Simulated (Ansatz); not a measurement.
## Two Ansatz runs on Zr

The cell is the one relaxed in the Materials Project (mp-41); entries there can be hypothetical. The listed cell was then made from it by scaling, straining or moving an atom.

First run: DFT, PBE, PAW with Ansatz's default frozen-core files, scalar-relativistic (Ansatz 0.2.0).

Command: `ansatz run input.yaml --threads 1 --pin off --max-ram 2048MiB --backend cpu --events-out ev --progress --plain --runs-dir out` The run took 3.4 s on 1 thread of Intel(R) Xeon(R) 6975P-C (Granite Rapids), on a shared host, peak memory 0.38 GiB.

```yaml
crystal:
  lattice:
    - [-1.7727566677, 1.7727566677, 1.7727566677]
    - [1.7727566677, -1.7727566677, 1.7727566677]
    - [1.7727566677, 1.7727566677, -1.7727566677]
  atoms:
    - { symbol: Zr, position: [0.0, 0.0, 0.0] }
kpoints:
  mp_grid: { grid: [13, 13, 13] }
scf:
  occupations: { method: fermi_dirac, width: 0.05 }
hamiltonian:
  xc: pbe
  pseudopotentials: { kind: paw }
output:
  forces: true
  stress: true
  efg: { contact_densities: true }
relax:
  f_tol: 0.005
  max_steps: 80
  cell: {}
```

Result: converged; relaxed volume 22.806 Å³/atom; 20 SCF iterations in all.

A second input differs as follows:

```diff
@@ -10,4 +10,5 @@
 scf:
   occupations: { method: fermi_dirac, width: 0.05 }
+  max_iter: 50
 hamiltonian:
   xc: pbe
@@ -21,3 +22,4 @@
   max_steps: 80
   cell: {}
+  max_displacement: 2.0
```

Problem. Does the change harm the result?

Solution. Not here: the run converged; energy at zero smearing 0.0 meV/atom from the first run; relaxed volume 22.806 Å³/atom; 20 SCF iterations in all, so the odd setting did no harm in this case.
